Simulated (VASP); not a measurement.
# SiO2 (P4_2/mnm) in VASP: settings compared

Aim: see how the results for SiO2 move with the level of theory and the settings. Levels: PBEsol, PBE. Tasks: relaxation of cell and atoms.

All numbers are computed with VASP 6.6.1; they aren't measurements. Logs are shortened: lines on timing, memory, paths and dates and some standing lists are left out, and cuts for length are marked.

### Step 1. Starting point

Symmetry: P4_2/mnm, No. 136, tetragonal system. The conventional cell has a = 4.177 Å, b = 4.177 Å, c = 2.666 Å, α = 90.00°, β = 90.00°, γ = 90.00°. O (site symmetry m2m) has 3 Si at 1.76 to 1.81 Å as nearest neighbours. Si (site symmetry mmm) is surrounded by 6 O at 1.76 to 1.81 Å.

The cell comes from a database or a generator and needn't be the stable form of this composition.

### Step 2. Relaxation of cell and atoms, PBEsol, target pressure 130 GPa, at which the enthalpy is minimised

Contents of INCAR:

```
PREC = Accurate ; ENCUT = 600
EDIFF = 1E-6 ; ISMEAR = -1
SIGMA = 0.05 ; LREAL = F
LASPH = T ; NELM = 60
ALGO = Normal ; ISIF = 3
LWAVE = F ; LCHARG = F
GGA = PS ; IBRION = 2
NSW = 60 ; EDIFFG = -0.01
PSTRESS = 1300 ; KPAR = 2
```

Contents of KPOINTS:

```
regular mesh
0
Gamma
  7 7 10
```

Contents of POSCAR:

```
SiO2
1.0
    4.1773000000      0.0000000000      0.0000000000
    0.0000000000      4.1773000000      0.0000000000
    0.0000000000      0.0000000000      2.6655000000
O Si
4 2
Direct
    0.3061000000      0.3061000000      0.0000000000
    0.6939000000      0.6939000000      0.0000000000
    0.1939000000      0.8061000000      0.5000000000
    0.8061000000      0.1939000000      0.5000000000
    0.0000000000      0.0000000000      0.0000000000
    0.5000000000      0.5000000000      0.5000000000
```

Potentials or basis: VASP PAW PBE potentials, release 64 (O, Si).

Run with:

```sh
cat potpaw_PBE.64/O/POTCAR potpaw_PBE.64/Si/POTCAR > POTCAR
mpirun -np 2 vasp_std > vasp.out
```

OUTCAR:

```text
PREC = Accurate
   ENCUT = 600
   EDIFF = 1E-6
   ISMEAR = -1
   LREAL = F
   LASPH = T
   NELM = 60
   ISIF = 3
   GGA = PS
   IBRION = 2
   NSW = 60
   EDIFFG = -0.01
   PSTRESS = 1300

 ion  position               nearest neighbor table
   1  0.306  0.306  0.000-   6 1.76   6 1.76   5 1.81
   2  0.694  0.694  0.000-   6 1.76   6 1.76   5 1.81
   3  0.194  0.806  0.500-   5 1.76   5 1.76   6 1.81
   4  0.806  0.194  0.500-   5 1.76   5 1.76   6 1.81
   5  0.000  0.000  0.000-   3 1.76   4 1.76   3 1.76   4 1.76   1 1.81   2 1.81
   6  0.500  0.500  0.500-   1 1.76   2 1.76   1 1.76   2 1.76   3 1.81   4 1.81

  LATTYP: Found a simple tetragonal cell.
 ALAT       =     4.1773000000
 C/A-ratio  =     0.6380915903

  Lattice vectors:

 A1 = (   4.1773000000,   0.0000000000,   0.0000000000)
 A2 = (   0.0000000000,   4.1773000000,   0.0000000000)
 A3 = (   0.0000000000,   0.0000000000,   2.6655000000)

Analysis of symmetry for initial positions (statically):
=====================================================================
 Subroutine PRICEL returns:
 Original cell was already a primitive cell.

 Routine SETGRP: Setting up the symmetry group for a
 simple tetragonal supercell.

 Subroutine GETGRP returns: Found 16 space group operations
 (whereof  8 operations were pure point group operations)
 out of a pool of 16 trial point group operations.

The static configuration has the point symmetry D_2h.
 The point group associated with its full space group is D_4h.

Analysis of symmetry for dynamics (positions and initial velocities):
=====================================================================
 Subroutine PRICEL returns:
 Original cell was already a primitive cell.

 Routine SETGRP: Setting up the symmetry group for a
 simple tetragonal supercell.

 Subroutine GETGRP returns: Found 16 space group operations
 (whereof  8 operations were pure point group operations)
 out of a pool of 16 trial point group operations.

The dynamic configuration has the point symmetry D_2h.
 The point group associated with its full space group is D_4h.

 Subroutine INISYM returns: Found 16 space group operations
 (whereof  8 operations are pure point group operations),
 and found     1 'primitive' translations

----------------------------------------------------------------------------------------

                                     Primitive cell

  volume of cell :      46.5125

  direct lattice vectors                    reciprocal lattice vectors
     4.177300000  0.000000000  0.000000000     0.239389079  0.000000000  0.000000000
     0.000000000  4.177300000  0.000000000     0.000000000  0.239389079  0.000000000
     0.000000000  0.000000000  2.665500000     0.000000000  0.000000000  0.375164134

  length of vectors
     4.177300000  4.177300000  2.665500000     0.239389079  0.239389079  0.375164134

  position of ions in fractional coordinates (direct lattice)
     0.306100000  0.306100000  0.000000000
     0.693900000  0.693900000  0.000000000
     0.193900000  0.806100000  0.500000000
     0.806100000  0.193900000  0.500000000
     0.000000000  0.000000000  0.000000000
     0.500000000  0.500000000  0.500000000

  ion indices of the primitive-cell ions
   primitive index   ion index
                 1           1
                 2           2
                 3           3
                 4           4
                 5           5
                 6           6

----------------------------------------------------------------------------------------

 KPOINTS: regular mesh

Automatic generation of k-mesh.
 Grid dimensions read from file:
 generate k-points for:    7    7   10

 Generating k-lattice:

  Cartesian coordinates                     Fractional coordinates (reciprocal lattice)
     0.034198440  0.000000000  0.000000000     0.142857143  0.000000000  0.000000000
     0.000000000  0.034198440  0.000000000     0.000000000  0.142857143  0.000000000
     0.000000000  0.000000000  0.037516413     0.000000000  0.000000000  0.100000000

  Length of vectors
     0.034198440  0.034198440  0.037516413

  Shift w.r.t. Gamma in fractional coordinates (k-lattice)
     0.000000000  0.000000000  0.000000000

 Subroutine IBZKPT returns following result:
 ===========================================

 Found     60 irreducible k-points:

 Following reciprocal coordinates:
            Coordinates               Weight
  0.000000  0.000000  0.000000      1.000000
  0.142857  0.000000  0.000000      4.000000
  0.285714  0.000000  0.000000      4.000000
  0.428571  0.000000  0.000000      4.000000
  0.142857  0.142857  0.000000      4.000000
  0.285714  0.142857  0.000000      8.000000
[... 16 lines left out ...]
  0.285714  0.000000  0.200000      8.000000
  0.428571  0.000000  0.200000      8.000000
 [... further k-points ...]
   k-points           NKPTS =     60   k-points in BZ     NKDIM =     60   number of bands    NBANDS=     20
   number of dos      NEDOS =    301   number of ions     NIONS =      6
   total plane-waves  NPLWV =  31104
   dimension x,y,z NGX =    36 NGY =   36 NGZ =   24
   dimension x,y,z NGXF=    72 NGYF=   72 NGZF=   48
   ions per type =               4   2
   NGX,Y,Z   is equivalent  to a cutoff of  14.33, 14.33, 14.97 a.u.
   NGXF,Y,Z  is equivalent  to a cutoff of  28.65, 28.65, 29.94 a.u.
 SYSTEM =  unknown system
   PREC   = accura    normal or accurate (medium, high low for compatibility)
   ISTART =      0    job   : 0-new  1-cont  2-samecut
   ICHARG =      2    charge: 1-file 2-atom 10-const
   ISPIN  =      1    spin polarized calculation?
   LNONCOLLINEAR =      F non collinear calculations
   LSORBIT =      F    spin-orbit coupling
   LASPH  =      T    aspherical Exc in radial PAW
   ENCUT  =  600.0 eV  44.10 Ry    6.64 a.u.   8.34  8.34  5.32*2*pi/ulx,y,z
   NELM   =     60;   NELMIN=  2; NELMDL= -5     # of ELM steps
   EDIFF  = 0.1E-05   stopping-criterion for ELM
   LREAL  =      F    real-space projection
   EDIFFG = -.1E-01   stopping-criterion for IOM
   NSW    =     60    number of steps for IOM
   IBRION =      2    ionic relax: 0-MD 1-quasi-New 2-CG
   NFREE  =      1    steps in history (QN), initial steepest desc. (CG)
   ISIF   =      3    stress and relaxation
   ISYM   =      2    0-nonsym 1-usesym 2-fastsym
   POTIM  = 0.5000    time-step for ionic-motion
   TEBEG  =    0.0;   TEEND  =   0.0 temperature during run
   PSTRESS= 1300.0 pullay stress
   NELECT =      32.0000    total number of electrons
   NUPDOWN=      -1.0000    fix difference up-down
   EMIN   =  10.00;   EMAX   =-10.00  energy-range for DOS
   EFERMI =   0.00;   METHOD = LEGACY
   ISMEAR =    -1;   SIGMA  =   0.05  broadening in eV -4-tet -1-fermi 0-gaus
   EFERMI_NEDOS =   21; number of points for ismear=-14 and -15
   IALGO  =     38    algorithm
   IMIX   =      4    mixing-type and parameters
     AMIX     =   0.40;   BMIX     =  1.00
     AMIX_MAG =   1.60;   BMIX_MAG =  1.00
  volume/ion in A,a.u.               =       7.75        52.31
  Fermi-wavevector in a.u.,A,eV,Ry     =   1.445223  2.731075 28.418068  2.088669
  Thomas-Fermi vector in A             =   2.563429
   LORBIT       =      0    0 simple, 1 ext, 2 COOP (PROOUT), +10 PAW based schemes
   GGA     = PS    functional components
   LHFCALC =     F    Hartree Fock is set to
   AEXX    =    0.0000 exact exchange contribution
   IVDW    =     0    specifies the selected vdW correction
   LEPSILON=     F    determine dielectric tensor
   LRPA    =     F    only Hartree local field effects (RPA)
 conjugate gradient relaxation of ions
 non-spin polarized calculation
  energy-cutoff  :      600.00
  volume of cell :       46.51
 maximum number of plane-waves:      1575
 NGX is ok and might be reduce to    36
   NGX = 17   NGY = 17   NGZ = 11

--------------------------------------- Ionic step        1  -------------------------------------------

 number of electron      32.0000002 magnetization

 Free energy of the ion-electron system (eV)
  ---------------------------------------------------
  ext. energy  EPLUGINS =         0.00000000
  ---------------------------------------------------
  free energy    TOTEN  =       -48.98602697 eV

  energy without entropy =      -48.98602697  energy(sigma->0) =      -48.98602697

 E-fermi :   9.1148     XC(G=0): -12.5347

 val. band max:        8.1813437569   @ k =   0.0000   0.0000   0.0000
 cond. band min:      13.7806030267   @ k =   0.0000   0.0000   0.0000
 fundamental gap:      5.5992592698
 Fermi energy:         9.1148157618

 k-point     1 :       0.0000    0.0000    0.0000
  band No.  band energies     occupation
      1     -14.4066      2.00000
      2     -10.7093      2.00000
      3     -10.7093      2.00000
      4     -10.4810      2.00000
      5      -2.7576      2.00000
      6       1.6716      2.00000
[... 12 lines left out ...]
     19      16.5489      0.00000
[... 513 lines left out ...]
      4     -10.0049      2.00000
      5      -1.1940      2.00000
      6      -0.4159      2.00000
[... 12 lines left out ...]
     19      18.6344      0.00000
     20      18.8479      0.00000

 [... further k-points ...]
[... 5 lines left out ...]
  --------------------------------------------------------------------------------------
  -------------------------------------------------------------------------------------
  Total        1.1690756      1.1690756      1.7934798      0.0000000      0.0000000      0.0000000
  in kB       40.2701414     40.2701414     61.7784548      0.0000000      0.0000000      0.0000000
  external PRESSURE =   -1252.5604208 kB  Pullay stress =    1300.0000000 kB
[... 105 lines left out ...]
  FREE ENERGIE OF THE ION-ELECTRON SYSTEM (eV)
  ---------------------------------------------------
  free  energy   TOTEN  =       -47.5327243158 eV

  energy  without entropy=      -47.5327243157  energy(sigma->0) =      -47.53272432

  enthalpy is  TOTEN    =       -15.1126576701 eV   P V=       32.4200666457

[... ionic steps 4 to 11 ...]

--------------------------------------- Ionic step       12  -------------------------------------------

 number of electron      31.9999999 magnetization

------------------------ aborting loop because EDIFF is reached ----------------------------------------

  FORCE on cell =-STRESS in cart. coord.  units (eV):
  Direction    XX          YY          ZZ          XY          YZ          ZX
  --------------------------------------------------------------------------------------
  -------------------------------------------------------------------------------------
  Total       29.7013714     29.7013714     29.7510421      0.0000000      0.0000000      0.0000000
  in kB     1298.9940184   1298.9940184   1301.1663746      0.0000000      0.0000000      0.0000000
  external PRESSURE =      -0.2818629 kB  Pullay stress =    1300.0000000 kB
[... 69 lines left out ...]
  enthalpy is  TOTEN    =       -15.8736281142 eV   P V=       29.7205200001

--------------------------------------- Ionic step       14  -------------------------------------------

 number of electron      31.9999999 magnetization

 Free energy of the ion-electron system (eV)
  ---------------------------------------------------
  ext. energy  EPLUGINS =         0.00000000
  ---------------------------------------------------
  free energy    TOTEN  =       -45.59619698 eV

  energy without entropy =      -45.59619698  energy(sigma->0) =      -45.59619698

 E-fermi :  12.8948     XC(G=0): -13.8408

 val. band max:       11.9443042486   @ k =   0.0000   0.0000   0.0000
 cond. band min:      18.7499319180   @ k =   0.0000   0.0000   0.0000
 fundamental gap:      6.8056276693
 Fermi energy:        12.8947990772

 k-point     1 :       0.0000    0.0000    0.0000
  band No.  band energies     occupation
      1     -13.4450      2.00000
      2      -8.4310      2.00000
      3      -8.4310      2.00000
      4      -7.6363      2.00000
      5      -0.9405      2.00000
      6       3.1001      2.00000
[... 12 lines left out ...]
     19      21.8065      0.00000
[... 513 lines left out ...]
      4      -7.3280      2.00000
      5       0.7619      2.00000
      6       1.5524      2.00000
[... 12 lines left out ...]
     19      24.4216      0.00000
     20      24.8406      0.00000

 [... further k-points ...]
[... 5 lines left out ...]
  --------------------------------------------------------------------------------------
  -------------------------------------------------------------------------------------
  Total       29.7197401     29.7197401     29.7211756     -0.0000000      0.0000000      0.0000000
  in kB     1299.8770617   1299.8770617   1299.9398488     -0.0000000      0.0000000      0.0000000
  external PRESSURE =      -0.1020093 kB  Pullay stress =    1300.0000000 kB
[... 21 lines left out ...]
  FREE ENERGIE OF THE ION-ELECTRON SYSTEM (eV)
  ---------------------------------------------------
  free  energy   TOTEN  =       -45.5961969765 eV

  energy  without entropy=      -45.5961969764  energy(sigma->0) =      -45.59619698

  enthalpy is  TOTEN    =       -15.8736460594 eV   P V=       29.7225509171

 reached required accuracy - stopping structural energy minimisation
```

It took 2.4 min on 2 MPI ranks of Intel Xeon 6975P-C (Granite Rapids), shared host; peak memory 0.21 GiB.

Results:

```
Free energy                                            : -45.5962 eV
Relaxed volume                                         : 6.11 Å³/atom
Relaxed cell                                           : a = 3.825 Å, b = 3.825 Å, c = 2.504 Å, α = 90.00°, β = 90.00°, γ = 90.00°
Space group after relaxing (to 0.05 Å)                 : P4_2/mnm (No. 136)
Energy change on relaxing (the enthalpy is what falls) : +565.0 meV/atom
Ionic steps                                            : 14
Pressure after relaxing                                : 130.0 GPa
Band gap on the k mesh                                 : 6.81 eV, direct
```

Step by step:
| step | energy change (eV) | largest force (eV/Å) | pressure (GPa) | volume (Å³) |
| --- | --- | --- | --- | --- |
| 1 | 0.0000 | 0.1295 | 4.74 | 46.51 |
| 2 | 103.4296 | 17.9939 | 2487.89 | 16.48 |
| 3 | 1.4533 | 1.4511 | 74.74 | 39.96 |
| 4 | 2.3469 | 1.8630 | 101.78 | 38.32 |
| 5 | 3.4356 | 2.2888 | 131.59 | 36.82 |
| 6 | 4.6779 | 4.4571 | 149.57 | 35.82 |
| 7 | 3.5433 | 0.0086 | 134.10 | 36.45 |
| 8 | 3.5492 | 0.0417 | 134.19 | 36.44 |
| 9 | 3.0450 | 0.0872 | 120.60 | 37.07 |
| 10 | 3.3464 | 0.0602 | 128.80 | 36.69 |
| 11 | 3.3956 | 0.0361 | 130.18 | 36.62 |
| 12 | 3.3880 | 0.0217 | 129.97 | 36.63 |
| 13 | 3.3919 | 0.0243 | 130.02 | 36.63 |
| 14 | 3.3898 | 0.0015 | 129.99 | 36.63 |

Final structure:
```yaml
crystal:
  lattice:
    - [3.82504, 0.00000, 0.00000]
    - [0.00000, 3.82504, 0.00000]
    - [0.00000, 0.00000, 2.50370]
  atoms:
    - { symbol: O, position: [0.30036, 0.30036, 0.00000] }
    - { symbol: O, position: [0.69964, 0.69964, 0.00000] }
    - { symbol: O, position: [0.19964, 0.80036, 0.50000] }
    - { symbol: O, position: [0.80036, 0.19964, 0.50000] }
    - { symbol: Si, position: [0.00000, 0.00000, 0.00000] }
    - { symbol: Si, position: [0.50000, 0.50000, 0.50000] }
```

Caveat: the cell is relaxed towards a set pressure, so the enthalpy falls and the energy may rise; the volume moved by over 15 % at a fixed basis, so the end points are rough; the PAW data sets were made with another functional, which shifts forces and pressure a little; an odd mesh through Γ misses points on the zone boundary, where band edges often lie.

(Continued in part 2 of 2.)
